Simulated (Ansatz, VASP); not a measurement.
One calculation of Si, two programs

Contents of INCAR:

```
SYSTEM = Si
  PREC = Accurate
  ENCUT = 520
  EDIFF = 1E-7
  ISMEAR = -1
  SIGMA = 0.1
  LREAL = .False.
  LASPH = .True.
  NELM = 60
  ALGO = Normal
  ISIF = 2
  LWAVE = .False.
  LCHARG = .True.
  GGA = PE
  LELF = .True.
  LVHAR = .True.
  NBANDS = 11
```

The input KPOINTS:

```
regular mesh
0
Gamma
  8 8 8
  0 0 0
```

File POSCAR:

```
Si
1.0
    0.0000000000      2.7350000000      2.7350000000
    2.7350000000      0.0000000000      2.7350000000
    2.7350000000      2.7350000000      0.0000000000
Si
2
Direct
    0.0000000000      0.0000000000      0.0000000000
    0.2500000000      0.2500000000      0.2500000000
```

Input for Ansatz:

```yaml
crystal:
  lattice:
    - [0, 2.735, 2.735]
    - [2.735, 0, 2.735]
    - [2.735, 2.735, 0]
  atoms:
    - { symbol: Si, position: [0, 0, 0] }
    - { symbol: Si, position: [0.25, 0.25, 0.25] }
kpoints:
  mp_grid: { grid: [8, 8, 8] }
hamiltonian:
  xc: pbe
  pseudopotentials: { kind: paw, source: ansatz }
scf:
  occupations: { method: fermi_dirac, width: 0.1 }
  convergence: { dr2_threshold: "1e-10 eV" }
  max_iter: 300
output:
  forces: true
  stress: true
  eigenvalues: true
```

Alike in both runs: task single point; functional PBE; k mesh 8 × 8 × 8; occupations fermi-dirac, width 0.1 eV; no spin polarisation.

```csv
,VASP,Ansatz
version,VASP 6.6.1,Ansatz 0.2.0 development build
potentials or method,"VASP PAW PBE potentials, release 64 (Si)","plane waves, PAW datasets (hand-made set)"
plane-wave cutoff (eV),520,460
valence electrons in the cell,8,8
```

```tsv
	VASP	Ansatz	Ansatz less VASP
gap on the k mesh at the Fermi level (eV)	0.65	0.65	0.000
```

A k mesh can miss the band edges. A hybrid or GW would open this gap; PBE tends to underestimate it.
